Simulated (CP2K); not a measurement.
The system is C.

```xyz
12
Lattice="2.5221 0.0000 0.0000 -1.2611 2.1842 0.0000 0.0000 0.0000 12.3557" Properties=species:S:1:pos:R:3 pbc="T T T"
C     1.2611    0.7281    4.3760
C     0.0000    1.4561   10.5539
C     1.2611    0.7281    1.8018
C     0.0000    1.4561    7.9797
C     1.2611    0.7281    5.9205
C     0.0000    1.4561   12.0983
C     1.2611    0.7281    0.2574
C     0.0000    1.4561    6.4352
C     0.0000    0.0000   10.0390
C     0.0000    0.0000    3.8612
C     0.0000    0.0000    8.4945
C     0.0000    0.0000    2.3167
```

This is a hexagonal form of diamond, not graphite.

Base run:

| Item | Value |
| --- | --- |
| Program | CP2K 2026.2 |
| Functional | RPBE |
| Potentials or basis | POTENTIAL_UZH C GTH-PBE-q4; DZVP-MOLOPT-PBE-GTH basis |
| Density cutoff | 9184 eV |
| k mesh | 9 × 9 × 2 |
| Occupations | fermi-dirac, width 0.05 eV |
| Spin | no spin polarisation |

Its results: band gap on the k mesh 4.85 eV, indirect (least direct gap 5.43 eV); pressure 5.5 GPa; largest force 0.317 eV/Å.

Question: After a change of settings the same cell gave: band gap on the k mesh 4.74 eV, indirect (least direct gap 5.40 eV); pressure 2.1 GPa; largest force 0.329 eV/Å. Which change was it?
A. functional from RPBE to LDA
B. functional from RPBE to vdW-DF-cx
C. functional from RPBE to PBEsol
D. functional from RPBE to WC

Answer: B.

Caveats: the potentials were made for another functional, which shifts forces and pressure; the basis of atomic orbitals isn't converged, which shifts pressures, moduli and gaps.

Runs at the PBE level aren't shown here.
